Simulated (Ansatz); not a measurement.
(Si,C) mixing in the structure of Si

Method: DFT PBE, scalar-relativistic, plane waves, PAW in Ansatz. (420 eV cutoff, 12×8×8 k-mesh, Gaussian smearing of 0.01 eV, no spin polarisation)

The relaxed crystal:

```yaml
crystal:
  lattice:
    - [-1.92564, -3.33531, 0.00000]
    - [0.00000, 0.00000, -6.36502]
    - [5.77692, -3.33531, 0.00000]
  atoms:
    - { symbol: Si, position: [0.00000, 0.93707, 0.33333] }
    - { symbol: Si, position: [0.50000, 0.93707, 0.83333] }
    - { symbol: Si, position: [0.00000, 0.43707, 0.66667] }
    - { symbol: Si, position: [0.50000, 0.43707, 0.16667] }
    - { symbol: Si, position: [0.00000, 0.56293, 0.33333] }
    - { symbol: Si, position: [0.50000, 0.56293, 0.83333] }
    - { symbol: Si, position: [0.00000, 0.06293, 0.66667] }
    - { symbol: Si, position: [0.50000, 0.06293, 0.16667] }
```

C takes some of the 8 Si sites (atoms counted from 1 in the order above); cell and atoms are relaxed within the symmetry of each ordered start. The mixing energy is per mixed site over the two end members in this structure and cell, which needn't be the stable phases, so a gain doesn't show that the mixture is stable. These are small ordered cells, not random alloys. Gaps are Kohn–Sham gaps over the whole zone.

End members: Si at 20.44 Å³/atom and C at 5.71 Å³/atom.

Problem. Do Si and C mix with a gain or a cost in energy here?

Solution. With a cost in all cells computed: 154.9 meV/site at x = 0.125 (sites 2), 179.7 meV/site at x = 0.250 (sites 5 8), 390.7 meV/site at x = 0.500 (sites 1 2 3 6), 596.8 meV/site at x = 0.500 (sites 2 4 7 8), 616.6 meV/site at x = 0.750 (sites 1 2 4 5 6 8).

Problem. How well does Vegard's rule hold for the volume?

Solution. The excess over the straight line is -5.69 % at x = 0.125, -13.33 % at x = 0.250, -16.79 % at x = 0.500, -15.44 % at x = 0.500, -10.63 % at x = 0.750.

Cost: 7 runs of about 36 core-minutes in all, on Intel Xeon Platinum 8375C (Ice Lake) (shared hosts).